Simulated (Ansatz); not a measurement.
# AlRu: strong compression

How does AlRu (WC type) answer strong compression, and how long do frozen cores keep up with all electrons? The runs shown use LAPW, crystal datasets and norm-conserving. Companion runs by PAW are cited. Its runs: the reference run (LAPW); volume scaled by 1 (crystal datasets and norm-conserving); volume scaled by 0.94 (LAPW); volume scaled by 0.88 (LAPW); volume scaled by 0.8 (LAPW); volume scaled by 0.72 (LAPW); volume scaled by 0.64 (LAPW); volume scaled by 0.55 (LAPW, crystal datasets and norm-conserving).

Computed with Ansatz 0.2.0 (DFT PBE, with the methods named in each step, unless a step's input says otherwise).

### Step 1. The structure to begin with

It takes space group P-6m2 (No. 187, hexagonal). The conventional cell has a = 2.896 Å, b = 2.896 Å, c = 3.892 Å, α = 90.00°, β = 90.00°, γ = 120.00°. Ru (site symmetry -6m2) is surrounded by 6 Al at 2.57 Å and 6 Ru at 2.90 Å. Around Al (site symmetry -6m2) lie 6 Ru at 2.57 Å and 6 Al at 2.90 Å.

As a file:

```cif
data_structure
_symmetry_space_group_name_H-M 'P 1'
_symmetry_Int_Tables_number 1
_cell_length_a 2.8955
_cell_length_b 2.8955
_cell_length_c 3.8924
_cell_angle_alpha 90.000
_cell_angle_beta 90.000
_cell_angle_gamma 120.000
_cell_volume 28.26
loop_
_atom_site_label
_atom_site_type_symbol
_atom_site_fract_x
_atom_site_fract_y
_atom_site_fract_z
_atom_site_occupancy
Ru1 Ru 0.00000 0.00000 0.00000 1
Al1 Al 0.33333 0.66667 0.50000 1
```

Whether this phase is the stable one at these pressures isn't tested.

Atoms are numbered in the order of the input: Ru1, Al2.

### Step 2. The reference volume, LAPW

File input.yaml:

```yaml
crystal:
  lattice:
    - [2.8955344505, 0.0, 0.0]
    - [-1.4477672252, 2.5076063916, 0.0]
    - [0.0, 0.0, 3.8924381045]
  atoms:
    - { symbol: Ru, position: [0.0, 0.0, 0.0] }
    - { symbol: Al, position: [0.3333333333, 0.6666666667, 0.5] }
kpoints:
  mp_grid: { grid: [13, 13, 12] }
  band_path:
    path:
      - [0.0, 0.0, 0.0]
      - [0.5, 0.0, 0.0]
      - [0.3333333333, 0.3333333333, 0.0]
      - [0.0, 0.0, 0.0]
      - [0.0, 0.0, 0.5]
      - [0.5, 0.0, 0.5]
      - [0.3333333333, 0.3333333333, 0.5]
      - [0.0, 0.0, 0.5]
      - [0.5, 0.0, 0.5]
    npoints: 14
scf:
  occupations: { method: fermi_dirac, width: 0.05 }
hamiltonian:
  xc: pbe
  pseudopotentials: { kind: all_electron, lapw: { basis_error: 0.001 } }
output:
  forces: true
  stress: true
  eigenvalues: true
  populations: true
  dos: { projected: true, de: 0.2, e_range: [-14, 8] }
```

Run with:

```console
$ ansatz run input.yaml --threads 1 --pin off --max-ram 2048MiB --backend cpu --events-out ev --progress --plain --runs-dir out
```

### Step 3. Volume scaled by 1, crystal datasets

File input.yaml:

```yaml
crystal:
  lattice:
    - [2.8955344505, 0.0, 0.0]
    - [-1.4477672252, 2.5076063916, 0.0]
    - [0.0, 0.0, 3.8924381045]
  atoms:
    - { symbol: Ru, position: [0.0, 0.0, 0.0] }
    - { symbol: Al, position: [0.3333333333, 0.6666666667, 0.5] }
kpoints:
  mp_grid: { grid: [13, 13, 12] }
scf:
  occupations: { method: fermi_dirac, width: 0.05 }
hamiltonian:
  xc: pbe
  pseudopotentials: { kind: all_electron, datasets: crystal }
output:
  forces: true
  stress: true
  eigenvalues: true
```

### Step 4. Volume scaled by 1, norm-conserving

Edit input.yaml of step 3 so:

```diff
@@ -14,3 +14,3 @@
   xc: pbe
-  pseudopotentials: { kind: all_electron, datasets: crystal }
+  pseudopotentials: { kind: nc }
 output:
```

### Step 5. Volume scaled by 0.94, LAPW

File input.yaml:

```yaml
crystal:
  lattice:
    - [2.8264217728, 0.0, 0.0]
    - [-1.4132108864, 2.447753057, 0.0]
    - [0.0, 0.0, 3.8400166018]
  atoms:
    - { symbol: Ru, position: [0.0, 0.0, 0.0] }
    - { symbol: Al, position: [0.3333333333, 0.6666666667, 0.5] }
kpoints:
  mp_grid: { grid: [13, 13, 12] }
scf:
  occupations: { method: fermi_dirac, width: 0.05 }
hamiltonian:
  xc: pbe
  pseudopotentials: { kind: all_electron, lapw: { basis_error: 0.001 } }
output:
  forces: true
  stress: true
  eigenvalues: true
  populations: true
```

### Step 6. Volume scaled by 0.88, LAPW

Edit input.yaml of step 5 so:

```diff
@@ -2,5 +2,5 @@
   lattice:
-    - [2.8264217728, 0.0, 0.0]
-    - [-1.4132108864, 2.447753057, 0.0]
-    - [0.0, 0.0, 3.8400166018]
+    - [2.7571177402, 0.0, 0.0]
+    - [-1.3785588701, 2.3877340043, 0.0]
+    - [0.0, 0.0, 3.7779067594]
   atoms:
```

### Step 7. Volume scaled by 0.8, LAPW

Edit input.yaml of step 6 so:

```diff
@@ -2,5 +2,5 @@
   lattice:
-    - [2.7571177402, 0.0, 0.0]
-    - [-1.3785588701, 2.3877340043, 0.0]
-    - [0.0, 0.0, 3.7779067594]
+    - [2.6642256291, 0.0, 0.0]
+    - [-1.3321128146, 2.3072870762, 0.0]
+    - [0.0, 0.0, 3.6781308199]
   atoms:
```

### Step 8. Volume scaled by 0.72, LAPW

Edit input.yaml of step 7 so:

```diff
@@ -2,5 +2,5 @@
   lattice:
-    - [2.6642256291, 0.0, 0.0]
-    - [-1.3321128146, 2.3072870762, 0.0]
-    - [0.0, 0.0, 3.6781308199]
+    - [2.5689643796, 0.0, 0.0]
+    - [-1.2844821898, 2.2247884142, 0.0]
+    - [0.0, 0.0, 3.5603731698]
   atoms:
```

### Step 9. Volume scaled by 0.64, LAPW

Edit input.yaml of step 8 so:

```diff
@@ -2,5 +2,5 @@
   lattice:
-    - [2.5689643796, 0.0, 0.0]
-    - [-1.2844821898, 2.2247884142, 0.0]
-    - [0.0, 0.0, 3.5603731698]
+    - [2.4704948637, 0.0, 0.0]
+    - [-1.2352474319, 2.1395113119, 0.0]
+    - [0.0, 0.0, 3.4220886168]
   atoms:
```

### Step 10. Volume scaled by 0.55, LAPW

File input.yaml:

```yaml
crystal:
  lattice:
    - [2.352889164, 0.0, 0.0]
    - [-1.176444582, 2.0376617883, 0.0]
    - [0.0, 0.0, 3.2421935578]
  atoms:
    - { symbol: Ru, position: [0.0, 0.0, 0.0] }
    - { symbol: Al, position: [0.3333333333, 0.6666666667, 0.5] }
kpoints:
  mp_grid: { grid: [13, 13, 12] }
  band_path:
    path:
      - [0.0, 0.0, 0.0]
      - [0.5, 0.0, 0.0]
      - [0.3333333333, 0.3333333333, 0.0]
      - [0.0, 0.0, 0.0]
      - [0.0, 0.0, 0.5]
      - [0.5, 0.0, 0.5]
      - [0.3333333333, 0.3333333333, 0.5]
      - [0.0, 0.0, 0.5]
      - [0.5, 0.0, 0.5]
    npoints: 8
scf:
  occupations: { method: fermi_dirac, width: 0.05 }
hamiltonian:
  xc: pbe
  pseudopotentials: { kind: all_electron, lapw: { basis_error: 0.001 } }
output:
  forces: true
  stress: true
  eigenvalues: true
  populations: true
  dos: { projected: true, de: 0.2, e_range: [-14, 8] }
```

### Step 11. Volume scaled by 0.55, crystal datasets

File input.yaml:

```yaml
crystal:
  lattice:
    - [2.352889164, 0.0, 0.0]
    - [-1.176444582, 2.0376617883, 0.0]
    - [0.0, 0.0, 3.2421935578]
  atoms:
    - { symbol: Ru, position: [0.0, 0.0, 0.0] }
    - { symbol: Al, position: [0.3333333333, 0.6666666667, 0.5] }
kpoints:
  mp_grid: { grid: [13, 13, 12] }
scf:
  occupations: { method: fermi_dirac, width: 0.05 }
hamiltonian:
  xc: pbe
  pseudopotentials: { kind: all_electron, datasets: crystal }
output:
  forces: true
  stress: true
  eigenvalues: true
```

### Step 12. Volume scaled by 0.55, norm-conserving

Edit input.yaml of step 11 so:

```diff
@@ -14,3 +14,3 @@
   xc: pbe
-  pseudopotentials: { kind: all_electron, datasets: crystal }
+  pseudopotentials: { kind: nc }
 output:
```

(Steps that only read results are left out.)

**Question.** What will these runs give? Wanted: LAPW pressure at 0.55 of the volume; PAW pressure at 0.55 of the volume; PAW; crystal datasets pressure at 0.55 of the volume; norm-conserving pressure at 0.55 of the volume; fitted bulk modulus at zero pressure.

The runs gave:

```
                                                      quantity      value
                           LAPW pressure at 0.55 of the volume  406.7 GPa
                            PAW pressure at 0.55 of the volume  407.5 GPa
PAW (partial_waves polarizable) pressure at 0.55 of the volume  407.5 GPa
               crystal datasets pressure at 0.55 of the volume  406.7 GPa
                norm-conserving pressure at 0.55 of the volume  404.9 GPa
                   fitted bulk modulus at zero pressure (LAPW)    196 GPa
                                       its pressure derivative       4.14
```

By LAPW the pressure climbs to 407 GPa at 0.55 of the first volume. A third-order Birch-Murnaghan curve fits the range only roughly (B₀ = 196 GPa, B′ = 4.14, misfit at most 1.76 GPa). A fit over so wide a range leans to the high pressures, so B₀ can be off by several per cent. Where LAPW's pressure is over 3 GPa, PAW's departs from it by at most 0.7 %, at 0.94 of the volume. The ions are at rest, and the electrons smeared by 0.05 eV.
